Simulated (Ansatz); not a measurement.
# MgO: energy along a strain

MgO, P-6m2, a = 2.938 Å, c = 2.680 Å (as given, not relaxed at this level: 0.0 GPa). This isn't the usual stable structure of the compound. Ansatz: PBE, PAW, 420 eV, Γ-centred 9×9×8 mesh on 2 atoms, Gaussian smearing 0.05 eV; no spin polarisation. Cell vectors (Å): 2.938 0.000 0.000; -1.469 2.544 0.000; 0.000 0.000 2.680. The cell is strained by x per cent times the pattern (0 1 0 0 0 0) in the order xx yy zz yz xz xy (engineering shears), with fractional coordinates held. y is the free energy over the start, V0 = 10.016 Å³/atom.

| x (%) | y (meV/atom) |
| --- | --- |
| -4.00 | ? |
| -3.00 | 9.36 |
| -2.00 | 4.06 |
| -1.00 | 0.98 |
| 0.00 | 0.00 |
| 1.00 | 1.00 |
| 2.00 | 3.95 |
| 3.00 | 8.70 |
| 3.50 | 11.73 |
| 4.00 | 15.20 |

Question: Fit y = c1 x + c2 x² + c3 x³ to the other rows, get the stiffness along the pattern, and predict the missing energy.

Answer: Least squares on the rows shown. y = 0.028469 x + 1.0030 x² − 0.015159 x³. The clamped-ion stiffness p·C·p = 2 × 10.03 eV × 160.2 / 10.016 Å³ = 321 GPa, which is C22 in these axes; c1 is there for the stress left in the start, which by itself gives a slope of 0.03 meV/atom per %. At x = -4.00 the fit asked for gives 16.90 meV/atom. The run gave 16.95 meV/atom, so the fit is 0.05 meV/atom too low, a small miss on the scale of the series.